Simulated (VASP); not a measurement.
A run of VASP 6.6.1 is set up as follows.

Contents of INCAR:

```
  ALGO = Fast
  EDIFF = 1E-8
  ENCUT = 520
  GGA = PS
  ISIF = 2
  ISMEAR = -1
  LASPH = True
  LCHARG = False
  LEFG = True
  LREAL = False
  LWAVE = False
  NBANDS = 8
  NELM = 60
  PREC = Accurate
  SIGMA = 0.05
```

KPOINTS

```
k-points
0
Gamma
  12 12 12
```

POSCAR

```
Sb
1.0
    3.1438166807      0.0000000000      0.0000000000
    0.0000000000      3.1438166807      0.0000000000
    0.0000000000      0.0000000000      3.1438166807
Sb
1
Direct
    0.0000000000      0.0000000000      0.0000000000
```

Potentials or basis: VASP PAW PBE potentials, release 64 (Sb).

The run is started by

```bash
$ cat potpaw_PBE.64/Sb/POTCAR > POTCAR
$ mpirun -np 1 vasp_std > vasp.out
```

Q: What does it give for the pressure?

A: -4.0 GPa.

Q: Estimate the band gap on the k mesh.

A: None (metal or under the smearing width).

Electric field gradients, principal values (V/Å²):
| atom | Vxx | Vyy | Vzz |
| --- | --- | --- | --- |
| 1 Sb | 0.000 | 0.000 | 0.000 |

Caveat: the PAW data sets were made with another functional, which shifts forces and pressure a little. The run has no spin-orbit coupling, so splittings on Sb are missing.
